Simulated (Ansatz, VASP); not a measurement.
# Two plane-wave programs on V

```
V
1.0
     2.53728   -1.67694    0.00000
     2.53728    1.67694    0.00000
     0.00000    0.00000    6.84068
V
4
Direct
  0.85000 0.15000 0.11700
  0.65000 0.35000 0.61700
  0.15000 0.85000 0.88300
  0.35000 0.65000 0.38300
```

Alike in both runs: task relaxation of cell and atoms; functional PBEsol; k mesh 6 × 6 × 4; occupations gaussian, width 0.1 eV; no spin polarisation.

|  | VASP | Ansatz |
| --- | --- | --- |
| version | VASP 6.6.1 | Ansatz 0.2.0 |
| potentials or method | VASP PAW PBE potentials, release 64 (V_sv) | scalar-relativistic, plane waves, PAW |
| plane-wave cutoff (eV) | 600 | 420 |
| valence electrons in the cell | 52 | 52 |

```csv
,VASP,Ansatz,Ansatz less VASP
"gap on the k mesh at the Fermi level, each at its own relaxed structure (eV)",none,none,-
relaxed volume (Å³/atom),13.01,12.99,-0.019
relaxed cell length with the largest relative difference (Å),8.056,8.024,-0.0315
energy change over the relaxation (meV/atom),-542,-480,+62.4
```

A gap of «none» marks a metal or a gap that the smearing closes.

Caveats: the k mesh is coarse (spacing up to 0.37 Å⁻¹), so the values aren't converged; the PAW data sets were made with another functional, which shifts forces and pressure a little (VASP).
